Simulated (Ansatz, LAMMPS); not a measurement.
# Gap against volume in amorphous 81SiO2-19TiO2 (mol %) (96 atoms)

Density of this cell: 2.27 g/cm³. The cell holds 96 atoms: 26 Si, 6 Ti and 64 O. Cell: a = 11.404 Å, b = 11.655 Å, c = 11.253 Å, α = 85.6°, β = 88.9°, γ = 91.3°. The starting structure: 96 atoms (26 Si, 6 Ti, 64 O) placed at random at 2.42 g/cm³, melted at 5000 K for 10 ps at fixed volume with the Morse and Coulomb pair potential with partial charges (Pedone, Malavasi, Menziani, Cormack and Segre, J. Phys. Chem. B 110, 11780 (2006)). Quenched from 5000 K to 300 K at 50 K/ps and fixed volume, held 5 ps, then minimised at fixed cell.

Calculated with Ansatz 0.2.0: Kohn-Sham DFT, PBE, PAW (set soft_2), plane waves; cutoff 420 eV, Γ point, fermi-dirac smearing of 0.025 eV. The relaxed cell was scaled evenly and the atoms were relaxed at each volume. The gap is that between the highest filled and the lowest empty Kohn-Sham level on the run's k-points.

| volume (Å³/atom) | gap (eV) |
| --- | --- |
| 13.975 | 3.693 |
| 14.596 | 3.746 |
| 15.061 | ? |
| 15.527 | 3.673 |
| 15.993 | 3.609 |
| 16.459 | 3.535 |

**Question.** Fit a straight line in ln V to the rows given and interpolate to the withheld row.

**Working.**

A volume deformation potential makes the spacing linear in u = ln(V/V0), with V0 = 15.527 Å³ the relaxed volume; v is the spacing.

| u = ln(V/V0) | v (eV) |
| --- | --- |
| -0.105360 | 3.6932 |
| -0.0618757 | 3.7456 |
| 0 | 3.673 |
| 0.0295590 | 3.6093 |
| 0.0582684 | 3.5352 |

With n = 5: mean u = -0.0158816, mean v = 3.65126, Σ(u − ū)² = 0.017937, Σ(u − ū)(v − v̄) = -0.018259. Slope b = -0.018259 / 0.017937 = -1.0180; intercept a = v̄ − b ū = 3.6351.

At the withheld volume u = -0.03046, and v = a + b u.

Prediction at 15.061: 3.666 eV. The run gave 3.724 eV, so the fit is low by 0.058 eV (1.5 % of the value).

The rows follow a line only loosely (correlation 0.81 in size over all rows, under the 0.97 asked here), so the slope of -1.02 eV is a mean trend and no deformation potential. Among the rows given, the largest miss of the fit is at 13.975, by 0.049 eV (23 % of the range of the table).

Limits: The table spans 16 % in volume, wide for a linear law. Semilocal functionals tend to put gaps under measured ones. Only the Γ point is sampled. Atoms move by up to 0.7 Å in these relaxations, so the structure changes along the series. Defect or tail levels can set the spacing of a disordered cell.

[Hosts, paths, dates, database ids (printed as entryN), source tags and the programs' standing remarks are cut or masked in the printed files.]
